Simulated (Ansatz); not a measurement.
## Pb under changes of volume

One of the cells (30.323 Å³/atom); the others are scaled copies at fixed shape and fractional positions:

```xyz
1
Lattice="0.0000 2.4750 2.4750 2.4750 0.0000 2.4750 2.4750 2.4750 0.0000" Properties=species:S:1:pos:R:3 pbc="T T T"
Pb    0.0000    0.0000    0.0000
```

```yaml
Program: Ansatz 0.2.0
Functional: RPBE
Potentials_or_basis: Ansatz PAW
Cutoff: "420 eV (not typed: the program's choice for these potentials)"
k_mesh: 9 × 9 × 9
Occupations: fermi-dirac, width 0.05 eV
Spin: no spin polarisation
```

```tsv
volume (Å³/atom)	energy over the lowest point (meV/atom)	pressure (GPa)
28.503	92.37	7.7
29.110	65.72	6.3
29.716	?	?
30.323	27.47	3.9
30.929	14.85	2.9
31.535	5.84	2.0
32.142	0.00	1.2
```

What does the run at 29.716 Å³/atom give?

Energy over the lowest point 44.25 meV/atom; pressure 5.0 GPa.

Worked out: A Birch-Murnaghan fit of order 3 (a polynomial in V^(-2/3)) to the other rows has no minimum within the range. It gives 44.30 meV/atom at 29.716 Å³/atom, against the run's 44.25, and -dE/dV = 5.0 GPa, against 5.0.

Energies are extrapolated to zero smearing.

Caveats: the PAW data sets come from PBE, with cores solved anew for the run's functional, which leaves a small shift of forces and pressure.
